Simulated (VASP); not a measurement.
# HCl in VASP: notebook

Runs on HCl. Level: r2SCAN. Tasks: single point, relaxation of the atoms.

All numbers are computed with VASP 6.6.1; they aren't measurements. Logs are shortened: lines on timing, memory, paths and dates and some standing lists are left out, and cuts for length are marked.

### 1 The structure

The cell holds a amorphous, 16 atoms: a = 7.417 Å, b = 7.417 Å, c = 7.417 Å, α = 90.00°, β = 90.00°, γ = 90.00°.

The cell was built by a generator and needn't be a form met in nature.

### 2 Single point, r2SCAN

Contents of POSCAR:

```
HCl
1.0
    7.4168600000      0.0000000000      0.0000000000
    0.0000000000      7.4168600000      0.0000000000
    0.0000000000      0.0000000000      7.4168600000
Cl H
8 8
Direct
    0.6500324935      0.8139158620      0.6385990837
    0.9308925880      0.1429041400      0.0823259439
    0.7542005647      0.2735389370      0.5172134839
    0.3835585409      0.3096728265      0.8995990217
    0.7462591986      0.6288779888      0.1264686134
    0.1898242653      0.5051463827      0.3669207724
    0.1858198753      0.8797793136      0.7827166753
    0.4066815337      0.9801856850      0.2559304072
    0.6981121391      0.9753588446      0.6093279366
    1.0681069887      0.2442677899      0.0954447030
    0.7897412112      0.2808600944      0.3437168829
    0.3309621592      0.1749931912      0.7944467066
    0.6139929836      0.7374279682      0.1552004487
    0.0599714704      0.6229455592      0.3443640570
    0.3344811686      0.8268323792      0.6962245479
    0.4202856735      1.0946006801      0.1236776749
```

Contents of INCAR.step1:

```
  PREC = Accurate
  ENCUT = 520
  ISMEAR = -1
  SIGMA = 0.05
  LREAL = Auto
  LASPH = True
  NELM = 100
  NBANDS = 46
  GGA = PE
  ALGO = Normal
  EDIFF = 1E-4
  LWAVE = True
  LCHARG = False
```

Contents of INCAR.step2:

```
  PREC = Accurate
  ENCUT = 520
  EDIFF = 1E-6
  ISMEAR = -1
  SIGMA = 0.05
  LREAL = Auto
  LASPH = True
  NELM = 100
  ALGO = Normal
  ISIF = 2
  LWAVE = False
  LCHARG = False
  METAGGA = R2SCAN
  LMIXTAU = True
  NBANDS = 46
  ISTART = 1
```

Contents of KPOINTS:

```
Automatic mesh
0
Gamma
  1 1 1
```

Potentials or basis: VASP PAW PBE potentials, release 64 (Cl, H).

Command:

```
$ cat potpaw_PBE.64/Cl/POTCAR potpaw_PBE.64/H/POTCAR > POTCAR
$ cp INCAR.step1 INCAR
$ mpirun -np 1 vasp_gam > vasp.out
$ cp INCAR.step2 INCAR
$ mpirun -np 1 vasp_gam > vasp.out
```

OUTCAR:

```text
PREC = Accurate
   ENCUT = 520
   EDIFF = 1E-6
   ISMEAR = -1
   LREAL = Auto
   LASPH = True
   NELM = 100
   ISIF = 2
   METAGGA = R2SCAN
   ISTART = 1

 ion  position               nearest neighbor table
   1  0.650  0.814  0.639-   9 1.27
   2  0.931  0.143  0.082-  10 1.27
   3  0.754  0.274  0.517-  11 1.31
   4  0.384  0.310  0.900-  12 1.33
   5  0.746  0.629  0.126-  13 1.29
   6  0.190  0.505  0.367-  14 1.31
[... 8 lines left out ...]
  15  0.334  0.827  0.696-   7 1.33
  16  0.420  0.095  0.124-   8 1.30

  LATTYP: Found a simple cubic cell.
 ALAT       =     7.4168600000

  Lattice vectors:

 A1 = (   7.4168600000,   0.0000000000,   0.0000000000)
 A2 = (   0.0000000000,   7.4168600000,   0.0000000000)
 A3 = (   0.0000000000,   0.0000000000,   7.4168600000)

Analysis of symmetry for initial positions (statically):
=====================================================================
 Subroutine PRICEL returns:
 Original cell was already a primitive cell.

 Routine SETGRP: Setting up the symmetry group for a
 simple cubic supercell.

 Subroutine GETGRP returns: Found  1 space group operations
 (whereof  1 operations were pure point group operations)
 out of a pool of 48 trial point group operations.

The static configuration has the point symmetry C_1 .

Analysis of symmetry for dynamics (positions and initial velocities):
=====================================================================
 Subroutine PRICEL returns:
 Original cell was already a primitive cell.

 Routine SETGRP: Setting up the symmetry group for a
 simple cubic supercell.

 Subroutine GETGRP returns: Found  1 space group operations
 (whereof  1 operations were pure point group operations)
 out of a pool of 48 trial point group operations.

The dynamic configuration has the point symmetry C_1 .

 Subroutine INISYM returns: Found  1 space group operations
 (whereof  1 operations are pure point group operations),
 and found     1 'primitive' translations

----------------------------------------------------------------------------------------

                                     Primitive cell

[... 89 lines left out ...]
   LNONCOLLINEAR =      F non collinear calculations
   LSORBIT =      F    spin-orbit coupling
   LASPH  =      T    aspherical Exc in radial PAW
   ENCUT  =  520.0 eV  38.22 Ry    6.18 a.u.  13.79 13.79 13.79*2*pi/ulx,y,z
   NELM   =    100;   NELMIN=  2; NELMDL=  0     # of ELM steps
   EDIFF  = 0.1E-05   stopping-criterion for ELM
   LREAL  =      T    real-space projection
   EDIFFG = 0.1E-04   stopping-criterion for IOM
   NSW    =      0    number of steps for IOM
[... 5 lines left out ...]
   TEBEG  =    0.0;   TEEND  =   0.0 temperature during run
   PSTRESS=    0.0 pullay stress
   NELECT =      64.0000    total number of electrons
   NUPDOWN=      -1.0000    fix difference up-down
   EMIN   =  10.00;   EMAX   =-10.00  energy-range for DOS
   EFERMI =   0.00;   METHOD = LEGACY
   ISMEAR =    -1;   SIGMA  =   0.05  broadening in eV -4-tet -1-fermi 0-gaus
   EFERMI_NEDOS =   21; number of points for ismear=-14 and -15
   IALGO  =     38    algorithm
   IMIX   =      4    mixing-type and parameters
     AMIX     =   0.40;   BMIX     =  1.00
     AMIX_MAG =   1.60;   BMIX_MAG =  1.00
  volume/ion in A,a.u.               =      25.50       172.08
  Fermi-wavevector in a.u.,A,eV,Ry     =   0.882907  1.668451 10.606068  0.779524
  Thomas-Fermi vector in A             =   2.003601
   LORBIT       =      0    0 simple, 1 ext, 2 COOP (PROOUT), +10 PAW based schemes
   METAGGA = R2SCAN    functional components
   LHFCALC =     F    Hartree Fock is set to
   AEXX    =    0.0000 exact exchange contribution
   IVDW    =     0    specifies the selected vdW correction
   LEPSILON=     F    determine dielectric tensor
   LRPA    =     F    only Hartree local field effects (RPA)
 non-spin polarized calculation
  energy-cutoff  :      520.00
  volume of cell :      408.00
 maximum number of plane-waves:      5534
 NGX is ok and might be reduce to    54
   NGX = 27   NGY = 27   NGZ = 27

 number of electron      64.0000007 magnetization

 Free energy of the ion-electron system (eV)
  ---------------------------------------------------
  ext. energy  EPLUGINS =         0.00000000
  ---------------------------------------------------
  free energy    TOTEN  =       -84.59085677 eV

  energy without entropy =      -84.59085677  energy(sigma->0) =      -84.59085677

 E-fermi :  -2.8532     XC(G=0):  -6.3112

 val. band max:       -4.1226741595   @ k =   0.0000   0.0000   0.0000
 cond. band min:       2.0683725411   @ k =   0.0000   0.0000   0.0000
 fundamental gap:      6.1910467005
 Fermi energy:        -2.8532251353

 k-point     1 :       0.0000    0.0000    0.0000
  band No.  band energies     occupation
      1     -18.7306      2.00000
      2     -18.5444      2.00000
      3     -18.4971      2.00000
      4     -18.3340      2.00000
      5     -18.2278      2.00000
      6     -18.1595      2.00000
[... 36 lines left out ...]
     43       5.7569      0.00000
     44       5.8302      0.00000
 [bands above 44 left out]

------------------------ aborting loop because EDIFF is reached ----------------------------------------

  FORCE on cell =-STRESS in cart. coord.  units (eV):
  Direction    XX          YY          ZZ          XY          YZ          ZX
  --------------------------------------------------------------------------------------
  -------------------------------------------------------------------------------------
  Total       -1.3617739     -0.5372299     -1.7445643      0.9188687     -0.5263266      0.5036039
  in kB       -5.3475560     -2.1096506     -6.8507374      3.6083097     -2.0668341      1.9776046
  external PRESSURE =      -4.7693146 kB  Pullay stress =       0.0000000 kB

 VOLUME and BASIS-vectors are now :
 -----------------------------------------------------------------------------
  energy-cutoff  :      520.00
  volume of cell :      408.00
      direct lattice vectors                 reciprocal lattice vectors
     7.416860000  0.000000000  0.000000000     0.134827946  0.000000000  0.000000000
     0.000000000  7.416860000  0.000000000     0.000000000  0.134827946  0.000000000
     0.000000000  0.000000000  7.416860000     0.000000000  0.000000000  0.134827946

 POSITION                                       TOTAL-FORCE (eV/Angst)
 -----------------------------------------------------------------------------------
      4.82120      6.03670      4.73640        -0.198350     -0.650594      0.144637
      6.90430      1.05990      0.61060        -0.370210     -0.265448     -0.059384
      5.59380      2.02880      3.83610         0.134915      0.184239     -0.652997
      2.84480      2.29680      6.67220        -0.155194     -0.676576     -0.573435
      5.53490      4.66430      0.93800        -0.008811     -0.063426     -0.052539
      1.40790      3.74660      2.72140        -0.569345      0.583476     -0.124446
[... 8 lines left out ...]
      2.48080      6.13250      5.16380        -0.952647      0.336759      0.585778
      3.11720      0.70164      0.91730        -0.067466     -0.132743      0.165919
 -----------------------------------------------------------------------------------
    total drift:                                0.002270      0.000759     -0.004190

  FREE ENERGIE OF THE ION-ELECTRON SYSTEM (eV)
  ---------------------------------------------------
  free  energy   TOTEN  =       -84.5908567749 eV

  energy  without entropy=      -84.5908567748  energy(sigma->0) =      -84.59085677
```

OUTCAR.step1:

```text
PREC = Accurate
   ENCUT = 520
   ISMEAR = -1
   LREAL = Auto
   LASPH = True
[... 290 lines left out ...]
      5.53490      4.66430      0.93800         0.194322     -0.215943     -0.114619
      1.40790      3.74660      2.72140        -0.384427      0.429289     -0.071968
[... 8 lines left out ...]
      2.48080      6.13250      5.16380        -0.712029      0.262909      0.463707
      3.11720      0.70164      0.91730        -0.044318      0.049821     -0.040765
 -----------------------------------------------------------------------------------
    total drift:                                0.003063     -0.000130      0.002193

  FREE ENERGIE OF THE ION-ELECTRON SYSTEM (eV)
  ---------------------------------------------------
  free  energy   TOTEN  =       -49.3881803226 eV

  energy  without entropy=      -49.3881803226  energy(sigma->0) =      -49.38818032
```

Wall time 2.3 min (1 thread of Intel Xeon Platinum 8259CL at 2.50GHz (Skylake/Cascade Lake), shared host); peak memory 0.44 GiB.

What came out:

- Free energy: -84.5909 eV
- Pressure: -0.5 GPa
- Largest force: 1.217 eV/Å
- Band gap on the k mesh: 6.19 eV, direct

Forces on the atoms (eV/Å):
```
Cl  -0.198 -0.651  0.145
Cl  -0.370 -0.265 -0.059
Cl   0.135  0.184 -0.653
Cl  -0.155 -0.677 -0.573
Cl  -0.009 -0.063 -0.053
Cl  -0.569  0.583 -0.124
Cl   1.011 -0.291 -0.612
Cl   0.096  0.123 -0.191
H    0.121  0.589 -0.219
H    0.348  0.291  0.039
H   -0.133 -0.165  0.756
H    0.153  0.654  0.609
H    0.006  0.052  0.084
H    0.585 -0.568  0.100
H   -0.953  0.337  0.586
H   -0.067 -0.133  0.166
```

Caveat: the PAW data sets were made with another functional, which shifts forces and pressure a little.

### 3 Single point, r2SCAN

Contents of POSCAR:

```
HCl
1.0
    7.4168600000      0.0000000000      0.0000000000
    0.0000000000      7.4168600000      0.0000000000
    0.0000000000      0.0000000000      7.4168600000
Cl H
8 8
Direct
    0.6444696510      0.8179858195      0.6408356741
    0.9252344115      0.1420845184      0.0782601955
    0.7528280996      0.2777209368      0.5174369981
    0.3883607176      0.3042536660      0.9008822424
    0.7361601370      0.6194290068      0.1262932880
    0.1951075334      0.5080265147      0.3579353976
    0.1910145333      0.8871695500      0.7830759117
    0.4135000412      0.9799947451      0.2574492295
    0.6723150909      0.9817804577      0.5864710218
    1.0586560452      0.2543701431      0.0777331553
    0.8060273440      0.2394743181      0.3557236821
    0.3079535069      0.1679317759      0.8206916421
    0.6287903805      0.7436309333      0.1847718238
    0.0477269623      0.5959451576      0.3336042112
    0.3415818072      0.8287613210      0.7155842053
    0.4174223383      1.1028665359      0.1327524214
```

Contents of INCAR.step1:

```
SYSTEM = HCl
ALGO = Normal
EDIFF = 1E-4
ENCUT = 520
GGA = PE
ISMEAR = -1
LASPH = .True.
LCHARG = .False.
LREAL = Auto
LWAVE = .True.
NBANDS = 46
NELM = 100
PREC = Accurate
SIGMA = 0.05
```

Contents of INCAR.step2:

```
SYSTEM = HCl
ALGO = Normal
EDIFF = 1E-6
ENCUT = 520
ISIF = 2
ISMEAR = -1
ISTART = 1
LASPH = .True.
LCHARG = .False.
LMIXTAU = .True.
LREAL = Auto
LWAVE = .False.
METAGGA = R2SCAN
NBANDS = 46
NELM = 100
PREC = Accurate
SIGMA = 0.05
```

Contents of KPOINTS:

```
k-points
0
Gamma
  1 1 1
  0 0 0
```

Potentials or basis: VASP PAW PBE potentials, release 64 (Cl, H).

Command:

```
$ cat potpaw_PBE.64/Cl/POTCAR potpaw_PBE.64/H/POTCAR > POTCAR
$ cp INCAR.step1 INCAR
$ mpirun -np 1 vasp_gam > vasp.out
$ cp INCAR.step2 INCAR
$ mpirun -np 1 vasp_gam > vasp.out
```

Wall time 92 s (1 thread of Intel Xeon Platinum 8488C (Sapphire Rapids), shared host); peak memory 0.44 GiB.

Results (log left out):

| Property | Result |
| --- | --- |
| Free energy | -84.7490 eV |
| Pressure | -0.2 GPa |
| Largest force | 0.452 eV/Å |
| Band gap on the k mesh | 6.32 eV, direct |

Forces in eV/Å, atoms in the order of the input:
```
Cl   0.032  0.078 -0.053
Cl   0.204  0.167 -0.015
Cl   0.033 -0.046 -0.107
Cl  -0.200 -0.344 -0.214
Cl  -0.071  0.076  0.036
Cl  -0.095  0.043 -0.023
Cl   0.120 -0.057 -0.088
Cl   0.023  0.092 -0.062
H   -0.040 -0.090  0.047
H   -0.197 -0.142  0.058
H   -0.019  0.024  0.122
H    0.208  0.301  0.209
H    0.066 -0.074 -0.052
H    0.072 -0.051  0.011
H   -0.154  0.114  0.065
H    0.020 -0.091  0.065
```

Stress tensor (GPa, compression positive):
```
-0.26 -0.19 -0.02
-0.19 -0.40 -0.07
-0.02 -0.07 -0.07
```

Levels at points of the mesh, in eV from the valence-band top:
```tsv
k point	band 29	band 30	band 31	band 32	band 33	band 34	band 35	band 36
(0.00, 0.00, 0.00)	-0.30	-0.19	-0.10	0.00	6.32	7.50	7.87	8.00
```

Caveat: the PAW data sets were made with another functional, which shifts forces and pressure a little. r2SCAN opens gaps a little over a GGA but as a rule still falls short of measured ones.

(Part 1 of 2 ends here.)
